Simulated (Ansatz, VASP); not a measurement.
Two plane-wave programs on CdS

```
Cd S
1.0
     0.00000    2.72691    2.72691
     2.72691    0.00000    2.72691
     2.72691    2.72691    0.00000
Cd S
1 1
Direct
  0.00000 0.00000 0.00000
  0.50000 0.50000 0.50000
```

Measurements of this composition are mostly on another form, of space group No. 186.

Alike in both runs: task single point; functional r2SCAN; k mesh 8 × 8 × 8; occupations gaussian, width 0.05 eV; no spin polarisation.

|  | VASP | Ansatz |
| --- | --- | --- |
| version | VASP 6.6.1 | Ansatz 0.2.0 |
| potentials or method | VASP PAW PBE potentials, release 64 (Cd, S) | scalar-relativistic, plane waves, PAW |
| plane-wave cutoff (eV) | 520 | 500 |
| valence electrons in the cell | 18 | 26 |

VASP gave:

| Quantity | Value |
| --- | --- |
| gap on the k mesh at the Fermi level (eV) | 0.73 |
| least direct gap on the mesh (eV) | 2.35 |
| pressure (GPa) | 0.5 |

Q: Which values does Ansatz return?

A: gap on the k mesh at the Fermi level (eV): 0.75; least direct gap on the mesh (eV): 2.39; pressure (GPa): 0.0.

The two sets of potentials don't hold the same shells in valence.

Caveats: the PAW data sets were made with another functional, which shifts forces and pressure a little (VASP). r2SCAN opens gaps a little over a GGA but as a rule still falls short of measured ones. A k mesh can miss the band edges.
